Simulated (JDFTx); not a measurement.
Ir, 1 atom in the cell. The structure is cubic, space group Fm-3m (No. 225). The conventional cell has a = 3.831 Å, b = 3.831 Å, c = 3.831 Å, α = 90.00°, β = 90.00°, γ = 90.00°. Around Ir (site symmetry m-3m) lie 12 Ir at 2.71 Å. 

| Quantity | Value |
| --- | --- |
| Program | JDFTx 1.7.0 (patched build) |
| Task | relaxation of cell and atoms |
| Functional | PBE |
| Potentials or basis | Ansatz-NC-SR-PBE with smoothed tails |
| Cutoff | 925 eV |
| Density cutoff | 3701 eV |
| k mesh | 12 × 12 × 12 |
| Occupations | fermi-dirac, width 0.05 eV |
| Spin | no spin polarisation |
| Local potential set to -Z/r beyond | 6 bohr |
| Density cutoff over wavefunction cutoff | 4 |
| Max SCF steps | 100 |
| SCF threshold on the energy | 1e-09 Ha |
| Solver of the electrons | scf |
| Further solve for the empty bands | no |

Potentials or basis: Ansatz-NC-SR-PBE with smoothed tails.

The run is started by

```console
$ jdftx -c 1 -i Ir.in -o Ir.out
```

Hardware: 1 thread of AMD EPYC 9R45 96-Core Processor (Zen 5), on a shared host.

**Question.** Estimate the wall time of this run.

**Answer.** It took 48 s on 1 thread of AMD EPYC 9R45 96-Core Processor (Zen 5), with other jobs on the host, peak memory 0.08 GiB. Counts: scf iterations 45, bands 14, k points 72, plane waves 898, ion steps 6.
